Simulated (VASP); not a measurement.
# TiN (Fm-3m) in VASP: notebook, part 2 of 2

VASP 6.6.1. Earlier steps stand in the parts before.

### 4 Elastic constants, PBE

File POSCAR:

```
TiN
1.0
    0.0000000000      2.1200000000      2.1200000000
    2.1200000000      0.0000000000      2.1200000000
    2.1200000000      2.1200000000      0.0000000000
Ti N
1 1
Direct
    0.0000000000      0.0000000000      0.0000000000
    0.5000000000      0.5000000000      0.5000000000
```

File INCAR.step1:

```
SYSTEM = TiN
ALGO = Normal ; EDIFF = 1E-8
EDIFFG = -0.002 ; ENCUT = 600
GGA = PE ; IBRION = 2
ISIF = 3 ; ISMEAR = 1
KPAR = 2 ; LASPH = .TRUE.
LCHARG = .FALSE. ; LREAL = .FALSE.
LWAVE = .FALSE. ; NELM = 100
NSW = 40 ; PREC = Accurate
SIGMA = 0.15
```

File INCAR.step2:

```
SYSTEM = TiN
ALGO = Normal ; EDIFF = 1E-8
ENCUT = 600 ; GGA = PE
IBRION = 6 ; ISIF = 3
ISMEAR = 1 ; KPAR = 2
LASPH = .TRUE. ; LCHARG = .FALSE.
LREAL = .FALSE. ; LWAVE = .FALSE.
NELM = 100 ; NFREE = 2
NSW = 1 ; POTIM = 0.015
PREC = Accurate ; SIGMA = 0.15
```

File KPOINTS:

```
k-points
0
G
  16 16 16
  0 0 0
```

Potentials or basis: VASP PAW PBE potentials, release 64 (Ti_sv, N).

Run with:

```bash
$ cat potpaw_PBE.64/Ti_sv/POTCAR potpaw_PBE.64/N/POTCAR > POTCAR
$ cp INCAR.step1 INCAR
$ mpirun -np 2 vasp_std > vasp.out
$ cp CONTCAR POSCAR
$ cp INCAR.step2 INCAR
$ mpirun -np 2 vasp_std > vasp.out
```

OUTCAR:

```text
SYSTEM = TiN
   EDIFF = 1E-8
   ENCUT = 600
   GGA = PE
   IBRION = 6
   ISIF = 3
   ISMEAR = 1
   LASPH = .TRUE.
   LREAL = .FALSE.
   NELM = 100
   NFREE = 2
   NSW = 1
   POTIM = 0.015
   PREC = Accurate

 ion  position               nearest neighbor table
   1  0.000  0.000  0.000-   2 2.12   2 2.12   2 2.12   2 2.12   2 2.12   2 2.12
   2  0.500  0.500  0.500-   1 2.12   1 2.12   1 2.12   1 2.12   1 2.12   1 2.12

  LATTYP: Found a face centered cubic cell.
 ALAT       =     4.2485590736

  Lattice vectors:

 A1 = (   0.0000000000,   2.1242795368,   2.1242795368)
[... 787 lines left out ...]
          X           Y           Z          XY          YZ          ZX
  --------------------------------------------------------------------------------
  x     0.00000     0.00000     0.00000     0.00000     0.00000     0.00000
  y     0.00000     0.00000     0.00000     0.00000     0.00000     0.00000
  z     0.00000     0.00000     0.00000     0.00000     0.00000     0.00000

 INTERNAL STRAIN TENSOR FOR ION    2 for displacements in x,y,z  (eV/Angst):
          X           Y           Z          XY          YZ          ZX
  --------------------------------------------------------------------------------
  x     0.00000     0.00000     0.00000     0.00000     0.00000     0.00000
  y     0.00000     0.00000     0.00000     0.00000     0.00000     0.00000
  z     0.00000     0.00000     0.00000     0.00000     0.00000     0.00000

 Eigenvectors and eigenvalues of the dynamical matrix
 ----------------------------------------------------

   1 f  =   15.164788 THz    95.283174 2PiTHz  505.842882 cm-1    62.716496 meV
             X         Y         Z           dx          dy          dz
      0.000000  0.000000  0.000000    -0.000000   -0.475869    0.000000
      2.124280  2.124280  2.124280     0.000000    0.879516    0.000000
[... 21 lines left out ...]
   6 f/i=    0.003526 THz     0.022153 2PiTHz    0.117608 cm-1     0.014582 meV
             X         Y         Z           dx          dy          dz
      0.000000  0.000000  0.000000    -0.518121    0.455224   -0.545775
      2.124280  2.124280  2.124280    -0.280334    0.246302   -0.295296

--------------------------------------------------------------------------------------------------------

 ELASTIC MODULI CONTR FROM IONIC RELAXATION (kBar)
 Direction    XX          YY          ZZ          XY          YZ          ZX
 --------------------------------------------------------------------------------
 XX           0.0000      0.0000      0.0000      0.0000      0.0000      0.0000
 YY           0.0000      0.0000      0.0000      0.0000      0.0000      0.0000
 ZZ           0.0000      0.0000      0.0000      0.0000      0.0000      0.0000
 XY           0.0000      0.0000      0.0000      0.0000      0.0000      0.0000
 YZ           0.0000      0.0000      0.0000      0.0000      0.0000      0.0000
 ZX           0.0000      0.0000      0.0000      0.0000      0.0000      0.0000
 --------------------------------------------------------------------------------

 TOTAL ELASTIC MODULI (kBar)
 Direction    XX          YY          ZZ          XY          YZ          ZX
 --------------------------------------------------------------------------------
 XX        5619.4125   1336.4410   1336.4410     -0.0000      0.0000     -0.0000
 YY        1336.4410   5619.4125   1336.4410     -0.0000     -0.0000     -0.0000
 ZZ        1336.4410   1336.4410   5619.4125      0.0000      0.0000      0.0000
 XY          -0.0000     -0.0000      0.0000   1663.5951      0.0000     -0.0000
 YZ           0.0000     -0.0000      0.0000      0.0000   1663.5951      0.0000
 ZX          -0.0000     -0.0000      0.0000     -0.0000      0.0000   1663.5951
 --------------------------------------------------------------------------------
```

OSZICAR.step1:

```text
N       E                     dE             d eps       ncg     rms          rms(c)
DAV:   1     0.155142067508E+03    0.15514E+03   -0.98390E+03  3480   0.187E+03
DAV:   2    -0.102561263887E+02   -0.16540E+03   -0.15856E+03  3636   0.442E+02
DAV:   3    -0.240959193776E+02   -0.13840E+02   -0.13409E+02  4288   0.126E+02
[... 40 lines left out ...]
DAV:   8    -0.196383478216E+02   -0.15745E-05   -0.40682E-05  4808   0.477E-02    0.715E-03
DAV:   9    -0.196383488570E+02   -0.10354E-05   -0.99294E-07  4444   0.888E-03    0.651E-03
DAV:  10    -0.196383497124E+02   -0.85542E-06   -0.18301E-06  4224   0.114E-02    0.233E-03
DAV:  11    -0.196383496224E+02    0.90014E-07   -0.18636E-07  3964   0.416E-03    0.164E-03
DAV:  12    -0.196383496151E+02    0.72205E-08   -0.19135E-08  2400   0.144E-03
   3 F= -.19638350E+02 E0= -.19637938E+02  d E =-.605035E-03
```

It took 13 min on 2 MPI ranks of Intel Xeon Platinum 8488C (Sapphire Rapids), shared host; peak memory 0.6 GiB.

What came out:

| Quantity | Value |
| --- | --- |
| Relaxed volume | 9.59 Å³/atom |
| Relaxed cell | a = 3.004 Å, b = 3.004 Å, c = 3.004 Å, α = 60.00°, β = 60.00°, γ = 60.00° |
| Space group after relaxing (to 0.05 Å) | Fm-3m (No. 225) |
| Elastic constants C11, C12, C44 | 562, 134, 166 GPa |
| Voigt bulk modulus | 276 GPa |
| Highest phonon frequency at Γ, LO-TO splitting left out | 506 cm⁻¹ |

The path:
| step | energy change (eV) | largest force (eV/Å) | pressure (GPa) | volume (Å³) |
| --- | --- | --- | --- | --- |
| 1 | 0.0000 | 0.0000 | 1.69 | 19.06 |
| 2 | 0.0006 | 0.0000 | -2.29 | 19.33 |
| 3 | -0.0006 | 0.0000 | 0.00 | 19.17 |

Final structure:
```
Ti N
1.0
     0.00000    2.12428    2.12428
     2.12428    0.00000    2.12428
     2.12428    2.12428    0.00000
Ti N
1 1
Cartesian
  0.0000 0.0000 0.0000
  2.1243 2.1243 2.1243
```

Phonon frequencies in cm⁻¹ (negative: imaginary):
```tsv
q point	frequencies
(0.000, 0.000, 0.000)	0 0 0 506 506 506
```

Elastic tensor in Voigt notation (GPa, in the Cartesian axes of the cell as first typed):
```
562 134 134   0   0   0
134 562 134   0   0   0
134 134 562   0   0   0
  0   0   0 166   0   0
  0   0   0   0 166   0
  0   0   0   0   0 166
```

Clamped-ion elastic tensor (GPa):
```
562 134 134   0   0   0
134 562 134   0   0   0
134 134 562   0   0   0
  0   0   0 166   0   0
  0   0   0   0 166   0
  0   0   0   0   0 166
```
